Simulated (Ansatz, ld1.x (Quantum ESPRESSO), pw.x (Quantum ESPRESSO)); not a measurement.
**pw.x on fcc Re: one setting changed**

Potential: ultrasoft, ld1.x (Quantum ESPRESSO) 7.5, PBE; core [Xe] 4f14, reference 5d5 6s2 6p0; waves: 6s (bound): rcut 2.75, rcutus 3.15 bohr; 6s channel at 0.55 Ry: rcut 2.75, rcutus 3.15 bohr; 6p (bound, empty): rcut 2.15, rcutus 2.90 bohr; 6p channel at 3.3 Ry: rcut 2.15, rcutus 2.90 bohr; 5d (bound): rcut 1.65, rcutus 2.20 bohr; 5d channel at 1.9 Ry: rcut 1.65, rcutus 2.20 bohr; local part: all-electron potential smoothed inside 1.85 bohr (lloc = -2); core correction: a·sin(br)/r model core, default radius (core density twice the valence density); augmentation: built from norm-conserving waves at rcut, not smoothed further.

The reference run (k-mesh 14³, cutoffs 45/600 Ry, Fermi–Dirac 0.01 Ry, mixing_beta 0.4, conv_thr 1e-9, no spin) gives 1.01 GPa at 14.996 Å³/atom, where all-electron LAPW gives 0.45 GPa. This run, with its own iteration cap, changes k-mesh points per axis to 2.

```
&control
  calculation='scf', prefix='x', pseudo_dir='./', outdir='./tmp', tstress=.true., disk_io='none'
/
&system
  ibrav=0, nat=1, ntyp=1, ecutwfc=45, ecutrho=600, nbnd=11,
  occupations='smearing', smearing='fd', degauss=0.01
/
&electrons
  conv_thr=1e-09, mixing_beta=0.4, electron_maxstep=60
/
ATOMIC_SPECIES
Re 1.0 Re.UPF
CELL_PARAMETERS angstrom
  0.00000000 1.95725981 1.95725981
  1.95725981 0.00000000 1.95725981
  1.95725981 1.95725981 0.00000000
ATOMIC_POSITIONS crystal
Re 0.0000 0.0000 0.0000
K_POINTS automatic
2 2 2 0 0 0
```

```bash
pw.x < Re.scf.in > Re.scf.out
```

Q: How does the run end?

A: It converges in 8 iterations; the free energy moves by +669.3 meV/atom and the pressure by -4.08 GPa.

```
Message from routine setup:
     using ibrav=0 with symmetry is DISCOURAGED, use correct ibrav instead
     lattice parameter (alat)  =       5.2307  a.u.
     unit-cell volume          =     101.1980 (a.u.)^3
     number of electrons       =         7.00
     number of Kohn-Sham states=           11
     kinetic-energy cutoff     =      45.0000  Ry
     charge density cutoff     =     600.0000  Ry
     scf convergence threshold =      1.0E-09
     Exchange-correlation= PBE
     number of k points=     3  Fermi-Dirac smearing, width (Ry)=  0.0100
     iteration #  1     ecut=    45.00 Ry     beta= 0.40
     total energy              =     -34.54473156 Ry
     estimated scf accuracy    <       0.02740653 Ry
     iteration #  2     ecut=    45.00 Ry     beta= 0.40
     total energy              =     -34.54306227 Ry
     estimated scf accuracy    <       0.00611005 Ry
     iteration #  3     ecut=    45.00 Ry     beta= 0.40
     total energy              =     -34.54393114 Ry
     estimated scf accuracy    <       0.00010643 Ry
     iteration #  4     ecut=    45.00 Ry     beta= 0.40
     total energy              =     -34.54400688 Ry
     estimated scf accuracy    <       0.00000424 Ry
     iteration #  5     ecut=    45.00 Ry     beta= 0.40
     total energy              =     -34.54400912 Ry
     estimated scf accuracy    <       0.00000025 Ry
     iteration #  6     ecut=    45.00 Ry     beta= 0.40
     total energy              =     -34.54400915 Ry
     estimated scf accuracy    <       0.00000001 Ry
     iteration #  7     ecut=    45.00 Ry     beta= 0.40
     total energy              =     -34.54400916 Ry
     estimated scf accuracy    <          1.6E-09 Ry
     iteration #  8     ecut=    45.00 Ry     beta= 0.40
     the Fermi energy is    19.0258 ev
!    total energy              =     -34.54400916 Ry
     estimated scf accuracy    <          5.8E-11 Ry
     smearing contrib. (-TS)   =      -0.00062615 Ry
     The total energy is F=E-TS. E is the sum of the following terms:
     one-electron contribution =      14.51775660 Ry
     hartree contribution      =       0.44099473 Ry
     xc contribution           =     -19.13211879 Ry
     ewald contribution        =     -30.37001555 Ry
     convergence has been achieved in   8 iterations
          total   stress  (Ry/bohr**3)                   (kbar)     P=      -30.67
     Message from routine punch:
     Nothing written, as per user request (disk_io='none')
```

The run took about 2.8 s on one core of a shared host (Neoverse-V1, 64 threads, 251 GiB, load 35).
